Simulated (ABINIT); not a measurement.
Runs of ABINIT 10.8.3 (patched build) on Ti. It takes space group Fm-3m (No. 225, cubic). The conventional cell has a = 4.060 Å, b = 4.060 Å, c = 4.060 Å, α = 90.00°, β = 90.00°, γ = 90.00°. Around Ti (site symmetry m-3m) lie 12 Ti at 2.87 Å. This isn't the form of Ti at room conditions, which is hcp.

```csv
level,gap on the mesh (eV),pressure (GPa)
LDA,none,-4.8
SCAN,none,2.8
PW91,none,3.6
RPBE,none,(b)
revPBE,none,6.8
BLYP,none,6.8
WC,none,(a)
AM05,none,0.0
```

Alike in all rows: task single point; potentials or basis JTH PAW PBE v2.0; no spin polarisation; cell as given; k mesh 11 × 11 × 11; cutoff (eV) 490; smearing fermi-dirac 0.05 eV.

Task: Fill in the values left out.

Result: (a) -0.2; (b) 7.7.

Caveats: the PAW data sets were made with another functional, which shifts forces and pressure a little.

A gap of «none» marks a metal or a gap under the smearing width.

Runs at the PBE level aren't shown here.
